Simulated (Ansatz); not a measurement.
As in Ansatz: the effect of functional

The system is As.

```
As
1.0
     2.68554    0.00000    0.00000
     0.00000    2.68554    0.00000
     0.00000    0.00000    2.68554
As
1
Cartesian
  1.3428 1.3428 1.3428
```

This isn't the form of As at room conditions, which is rhombohedral.

The cell isn't the ideal one: volume scaled by 0.98.

Alike in all runs:

* Program: Ansatz 0.2.0
* Task: single point
* Potentials or basis: Ansatz PAW
* k mesh: 10 × 10 × 10
* Occupations: fermi-dirac, width 0.05 eV
* Spin: no spin polarisation

| functional | cutoff | pressure (GPa) |
| --- | --- | --- |
| LDA | 420 eV (not typed: the program's choice for these potentials) | -1.5 |
| PBEsol | 420 eV (not typed: the program's choice for these potentials) | 0.2 |
| r2SCAN | 500 eV (not typed: the program's choice for these potentials) | ? |

Q: What does the run with functional r2SCAN give?

A: Pressure 1.7 GPa.

Caveats: the PAW data sets come from PBE, with cores solved anew for the run's functional, which leaves a small shift of forces and pressure.
